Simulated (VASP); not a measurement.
# GaP (F-43m) in VASP: dielectric tensor with r2SCAN

Aim: the dielectric tensor of GaP with r2SCAN.

Program: VASP 6.6.1. These are calculated values, not measurements. Logs are shortened: lines on timing, memory, paths and dates and some standing lists are left out, and cuts for length are marked.

**Measured values to compare with.**

From “Stacking defects in GaP nanowires: Electronic structure and optical properties”, 2018, arxiv:1810.01194, for a bulk crystal of GaP at 10 K: band gap 2.34 eV (indirect).

The results are compared with them further down.

### 1 The structure

The structure is cubic, space group F-43m (No. 216). Conventional cell: a = 5.437 Å, b = 5.437 Å, c = 5.437 Å, α = 90.00°, β = 90.00°, γ = 90.00°. Ga (site symmetry -43m) is surrounded by 4 P at 2.35 Å. P (site symmetry -43m) has 4 Ga at 2.35 Å as nearest neighbours.

The cell is a database's computed one.

### 2 Dielectric tensor, r2SCAN

Contents of INCAR:

```
PREC = Accurate
ENCUT = 520
EDIFF = 1E-8
ISMEAR = 0
SIGMA = 0.02
LREAL = False
LASPH = True
NELM = 80
ALGO = Normal
ISIF = 2
LWAVE = False
LCHARG = False
METAGGA = R2SCAN
LMIXTAU = True
LCALCEPS = True
```

Contents of KPOINTS:

```
Automatic mesh
0
Gamma
  8 8 8
```

Contents of POSCAR:

```
GaP
1.0
    0.0000000000      2.7183900000      2.7183900000
    2.7183900000      0.0000000000      2.7183900000
    2.7183900000      2.7183900000      0.0000000000
Ga P
1 1
Direct
    0.0000000000      0.0000000000      0.0000000000
    0.7500000000      0.7500000000      0.7500000000
```

Potentials or basis: VASP PAW PBE potentials, release 64 (Ga_d, P).

Launch:

```
cat potpaw_PBE.64/Ga_d/POTCAR potpaw_PBE.64/P/POTCAR > POTCAR
mpirun -np 1 vasp_std > vasp.out
```

OUTCAR:

```text
PREC = Accurate
   ENCUT = 520
   EDIFF = 1E-8
   ISMEAR = 0
   LREAL = False
   LASPH = True
   NELM = 80
   ISIF = 2
   METAGGA = R2SCAN

 ion  position               nearest neighbor table
   1  0.000  0.000  0.000-   2 2.35   2 2.35   2 2.35   2 2.35
   2  0.750  0.750  0.750-   1 2.35   1 2.35   1 2.35   1 2.35

  LATTYP: Found a face centered cubic cell.
 ALAT       =     5.4367800000

  Lattice vectors:

 A1 = (   0.0000000000,   2.7183900000,   2.7183900000)
 A2 = (   2.7183900000,   0.0000000000,   2.7183900000)
 A3 = (   2.7183900000,   2.7183900000,   0.0000000000)

Analysis of symmetry for initial positions (statically):
=====================================================================
 Subroutine PRICEL returns:
 Original cell was already a primitive cell.

 Routine SETGRP: Setting up the symmetry group for a
 face centered cubic supercell.

 Subroutine GETGRP returns: Found 24 space group operations
 (whereof 24 operations were pure point group operations)
 out of a pool of 48 trial point group operations.

The static configuration has the point symmetry T_d .

Analysis of symmetry for dynamics (positions and initial velocities):
=====================================================================
 Subroutine PRICEL returns:
 Original cell was already a primitive cell.

 Routine SETGRP: Setting up the symmetry group for a
 face centered cubic supercell.

 Subroutine GETGRP returns: Found 24 space group operations
 (whereof 24 operations were pure point group operations)
 out of a pool of 48 trial point group operations.

The dynamic configuration has the point symmetry T_d .

 Subroutine INISYM returns: Found 24 space group operations
 (whereof 24 operations are pure point group operations),
 and found     1 'primitive' translations

----------------------------------------------------------------------------------------

                                     Primitive cell

  volume of cell :      40.1759

  direct lattice vectors                    reciprocal lattice vectors
     0.000000000  2.718390000  2.718390000    -0.183932401  0.183932401  0.183932401
     2.718390000  0.000000000  2.718390000     0.183932401 -0.183932401  0.183932401
     2.718390000  2.718390000  0.000000000     0.183932401  0.183932401 -0.183932401

  length of vectors
     3.844384006  3.844384006  3.844384006     0.318580264  0.318580264  0.318580264

  position of ions in fractional coordinates (direct lattice)
     0.000000000  0.000000000  0.000000000
     0.750000000  0.750000000  0.750000000

  ion indices of the primitive-cell ions
   primitive index   ion index
                 1           1
                 2           2

----------------------------------------------------------------------------------------

 KPOINTS: Automatic mesh

Automatic generation of k-mesh.
 Grid dimensions read from file:
 generate k-points for:    8    8    8

 Generating k-lattice:

  Cartesian coordinates                     Fractional coordinates (reciprocal lattice)
    -0.022991550  0.022991550  0.022991550     0.125000000  0.000000000  0.000000000
     0.022991550 -0.022991550  0.022991550     0.000000000  0.125000000  0.000000000
     0.022991550  0.022991550 -0.022991550     0.000000000  0.000000000  0.125000000

  Length of vectors
     0.039822533  0.039822533  0.039822533

  Shift w.r.t. Gamma in fractional coordinates (k-lattice)
     0.000000000  0.000000000  0.000000000

 Subroutine IBZKPT returns following result:
 ===========================================

 Found     29 irreducible k-points:

 Following reciprocal coordinates:
            Coordinates               Weight
  0.000000  0.000000  0.000000      1.000000
[... 34 lines left out ...]
   ISTART =      0    job   : 0-new  1-cont  2-samecut
   ICHARG =      2    charge: 1-file 2-atom 10-const
   ISPIN  =      1    spin polarized calculation?
   LNONCOLLINEAR =      F non collinear calculations
   LSORBIT =      F    spin-orbit coupling
   LASPH  =      T    aspherical Exc in radial PAW
   ENCUT  =  520.0 eV  38.22 Ry    6.18 a.u.   7.15  7.15  7.15*2*pi/ulx,y,z
   NELM   =     80;   NELMIN=  2; NELMDL= -5     # of ELM steps
   EDIFF  = 0.1E-07   stopping-criterion for ELM
   LREAL  =      F    real-space projection
   EDIFFG = 0.1E-06   stopping-criterion for IOM
   NSW    =      0    number of steps for IOM
   IBRION =     -1    ionic relax: 0-MD 1-quasi-New 2-CG
   NFREE  =      0    steps in history (QN), initial steepest desc. (CG)
   ISIF   =      2    stress and relaxation
   ISYM   =      2    0-nonsym 1-usesym 2-fastsym
   POTIM  = 0.5000    time-step for ionic-motion
   TEBEG  =    0.0;   TEEND  =   0.0 temperature during run
   PSTRESS=    0.0 pullay stress
   NELECT =      18.0000    total number of electrons
   NUPDOWN=      -1.0000    fix difference up-down
   EMIN   =  10.00;   EMAX   =-10.00  energy-range for DOS
   EFERMI =   0.00;   METHOD = LEGACY
   ISMEAR =     0;   SIGMA  =   0.02  broadening in eV -4-tet -1-fermi 0-gaus
   EFERMI_NEDOS =   21; number of points for ismear=-14 and -15
   IALGO  =     38    algorithm
   IMIX   =      4    mixing-type and parameters
     AMIX     =   0.40;   BMIX     =  1.00
     AMIX_MAG =   1.60;   BMIX_MAG =  1.00
  volume/ion in A,a.u.               =      20.09       135.56
  Fermi-wavevector in a.u.,A,eV,Ry     =   1.252691  2.367242 21.350730  1.569234
  Thomas-Fermi vector in A             =   2.386579
   LORBIT       =      0    0 simple, 1 ext, 2 COOP (PROOUT), +10 PAW based schemes
   METAGGA = R2SCAN    functional components
   LHFCALC =     F    Hartree Fock is set to
   AEXX    =    0.0000 exact exchange contribution
   IVDW    =     0    specifies the selected vdW correction
   LEPSILON=     F    determine dielectric tensor
   LRPA    =     F    only Hartree local field effects (RPA)
   LRPA       =     F
 non-spin polarized calculation
 Gauss-broadening in eV      SIGMA  =   0.02
  energy-cutoff  :      520.00
  volume of cell :       40.18
 maximum number of plane-waves:      1106
 NGX is ok and might be reduce to    30
   NGX = 15   NGY = 15   NGZ = 15

 Total electronic dipole moment: p[elc]=(    -0.00783    -0.00783    -0.00783 ) |e| Angst

 number of electron      17.9999987 magnetization

 Free energy of the ion-electron system (eV)
  ---------------------------------------------------
  ext. energy  EPLUGINS =         0.00000000
  ---------------------------------------------------
  free energy    TOTEN  =       -21.46250194 eV

  energy without entropy =      -21.46250194  energy(sigma->0) =      -21.46250194

 E-fermi :   4.6381     XC(G=0): -10.5859

 val. band max:        4.5403857941   @ k =   0.0000   0.0000   0.0000
 cond. band min:   10000.0000000000   @ k =   0.0000   0.0000   0.0000
 fundamental gap:   9995.4596142059
 Fermi energy:         4.6381406371

 k-point     1 :       0.0000    0.0000    0.0000
  band No.  band energies     occupation
      1     -10.4624      2.00000
      2     -10.4618      2.00000
      3     -10.4611      2.00000
      4     -10.3456      2.00000
      5     -10.3456      2.00000
      6      -8.5405      2.00000
      7       4.5401      2.00000
      8       4.5404      2.00000
      9       4.5404      2.00000
     10   10000.0000      0.00000
     11   10000.0000      0.00000
     12   10000.0000      0.00000
     13   10000.0000      0.00000
[... 354 lines left out ...]
  band No.  band energies     occupation
      1     -10.5650      2.00000
      2     -10.4264      2.00000
      3     -10.4143      2.00000
      4     -10.3511      2.00000
      5     -10.3377      2.00000
      6      -5.9255      2.00000
      7      -2.1128      2.00000
      8       1.2233      2.00000
      9       2.5090      2.00000
     10   10000.0000      0.00000
     11   10000.0000      0.00000
     12   10000.0000      0.00000
     13   10000.0000      0.00000

 [... further k-points ...]

------------------------ aborting loop because EDIFF is reached ----------------------------------------

            Ionic dipole moment: p[ion]=(    -6.79597    -6.79597    -6.79597 ) |e| Angst

 Total electronic dipole moment: p[elc]=(    -0.00782    -0.00782     0.01031 ) |e| Angst

 MACROSCOPIC STATIC DIELECTRIC TENSOR (including local field effects)
 ------------------------------------------------------
           9.170209     0.000000     0.000000
           0.000000     9.170209     0.000000
           0.000000     0.000000     9.170209
 ------------------------------------------------------

 PIEZOELECTRIC TENSOR (including local field effects) (e Angst)
          XX          YY          ZZ          XY          YZ          ZX
  --------------------------------------------------------------------------------
  x     0.00000     0.00000     0.00000     0.00000     1.97825     0.00000
  y     0.00000     0.00000     0.00000    -0.00000     0.00000     1.97825
  z     0.00000     0.00000     0.00000     1.97825     0.00000     0.00000

 PIEZOELECTRIC TENSOR (including local field effects) (C/m^2)
          XX          YY          ZZ          XY          YZ          ZX
  --------------------------------------------------------------------------------
  x     0.00000     0.00000     0.00000     0.00000     0.78891     0.00000
  y     0.00000     0.00000     0.00000    -0.00000     0.00000     0.78891
  z     0.00000     0.00000     0.00000     0.78891     0.00000     0.00000

 BORN EFFECTIVE CHARGES (including local field effects) (in |e|, cummulative output)
 ---------------------------------------------------------------------------------
 ion    1
    1     2.15409     0.00000     0.00000
    2     0.00000     2.15409    -0.00000
    3     0.00000     0.00000     2.15409
 ion    2
    1    -2.15409     0.00000     0.00000
    2     0.00000    -2.15409     0.00000
    3     0.00000     0.00000    -2.15409

  FORCE on cell =-STRESS in cart. coord.  units (eV):
  Direction    XX          YY          ZZ          XY          YZ          ZX
  --------------------------------------------------------------------------------------
  -------------------------------------------------------------------------------------
  Total        0.1655618      0.1655618      0.1655618     -0.0000000      0.0000000     -0.0000000
  in kB        6.6024531      6.6024531      6.6024531     -0.0000000      0.0000000     -0.0000000
  external PRESSURE =       6.6024531 kB  Pullay stress =       0.0000000 kB

 VOLUME and BASIS-vectors are now :
 -----------------------------------------------------------------------------
  energy-cutoff  :      520.00
  volume of cell :       40.18
      direct lattice vectors                 reciprocal lattice vectors
     0.000000000  2.718390000  2.718390000    -0.183932401  0.183932401  0.183932401
     2.718390000  0.000000000  2.718390000     0.183932401 -0.183932401  0.183932401
     2.718390000  2.718390000  0.000000000     0.183932401  0.183932401 -0.183932401

 POSITION                                       TOTAL-FORCE (eV/Angst)
 -----------------------------------------------------------------------------------
      0.00000      0.00000      0.00000         0.000000     -0.000000     -0.000000
      4.07759      4.07759      4.07759        -0.000000      0.000000      0.000000
 -----------------------------------------------------------------------------------
    total drift:                               -0.000011     -0.000011     -0.000011

  FREE ENERGIE OF THE ION-ELECTRON SYSTEM (eV)
  ---------------------------------------------------
  free  energy   TOTEN  =       -21.4625019444 eV

  energy  without entropy=      -21.4625019444  energy(sigma->0) =      -21.46250194
```

It took 50 min on 1 thread of AMD EPYC 9R45 (Zen 5), shared host; peak memory 0.44 GiB.

What came out:

| Item | Value |
| --- | --- |
| Band gap on the k mesh | 1.89 eV, indirect (least direct gap 2.41 eV) |
| Electronic dielectric tensor (diagonal) | 9.17 |
| Born charges (mean of the diagonal) | Ga +2.15; P -2.15 e |

Levels at points of the mesh, in eV from the valence-band top:
| k point | band 5 | band 6 | band 7 | band 8 | band 9 | band 10 | band 11 | band 12 | band 13 |
| --- | --- | --- | --- | --- | --- | --- | --- | --- | --- |
| (0.00, 0.00, 0.00) | -14.89 | -13.08 | 0.00 | 0.00 | 0.00 | 2.41 | 4.19 | 4.19 | 4.19 |
| (0.50, 0.00, 0.00) | -14.88 | -10.89 | -6.89 | -1.18 | -1.18 | 2.06 | 5.05 | 5.05 | 8.85 |
| (0.50, 0.50, 0.00) | -14.86 | -9.95 | -6.99 | -2.83 | -2.83 | 1.90 | 2.10 | 11.41 | 11.41 |

Electronic dielectric tensor:
```
9.17 0.00 0.00
0.00 9.17 0.00
0.00 0.00 9.17
```

Born effective charge tensors (e):
atom 1, Ga
```
2.15 0.00 0.00
0.00 2.15 0.00
0.00 0.00 2.15
```
atom 2, P
```
-2.15  0.00  0.00
 0.00 -2.15  0.00
 0.00  0.00 -2.15
```

Dipole moments of the cell (e·Å, modulo the quantum): ionic -6.796, -6.796, -6.796; electronic -0.008, -0.008, 0.010

Caveat: the PAW data sets were made with another functional, which shifts forces and pressure a little.

### 3 How close it comes

Step 2. A measured gap of GaP is 2.34 eV (indirect; 10 K; quoted in “Stacking defects in GaP nanowires: Electronic structure and optical properties”, 2018, arxiv:1810.01194); the calculated 1.89 eV misses it by -0.45 eV. Spin-orbit coupling on Ga is left out. The value is that of r2SCAN on a finite k mesh, which can miss the band edges, without temperature or zero-point motion. The cell is a database's relaxed one, not the measured one, which moves gaps too.
